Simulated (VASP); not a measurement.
As under changes of volume

One of the cells (21.961 Å³/atom); the others are scaled copies at fixed shape and fractional positions:

```
As
1.0
     1.89325    1.09307    3.53733
    -1.89325    1.09307    3.53733
     0.00000   -2.18614    3.53733
As
2
Direct
  0.22600 0.22600 0.22600
  0.77400 0.77400 0.77400
```

| Quantity | Value |
| --- | --- |
| Program | VASP 6.6.1 |
| Functional | PBE |
| Potentials or basis | VASP PAW PBE potentials, release 64 (As) |
| Cutoff | 520 eV |
| k mesh | 9 × 9 × 9 |
| Occupations | fermi-dirac, width 0.05 eV |
| Spin | no spin polarisation |

```csv
volume (Å³/atom),energy over the lowest point (meV/atom),pressure (GPa),largest force (eV/Å)
20.239,69.09,10.0,0.965
20.669,45.23,7.8,0.796
21.100,26.97,5.8,0.637
21.961,5.15,2.4,0.350
22.392,?,?,?
22.822,0.00,-0.4,0.098
```

**Question.** What does the run at 22.392 Å³/atom give?

**Answer.** Energy over the lowest point 0.69 meV/atom; pressure 0.9 GPa; largest force 0.220 eV/Å.

Worked out: A Birch-Murnaghan fit of order 3 (a polynomial in V^(-2/3)) to the other rows has its minimum at 22.69 Å³/atom with B0 = V·E''(V) = 69 GPa and B' = 4.2 at fixed shape and positions, which overstates the stiffness. It gives 0.69 meV/atom at 22.392 Å³/atom, against the run's 0.69, and -dE/dV = 0.9 GPa, against 0.9.

Energies are extrapolated to zero smearing.
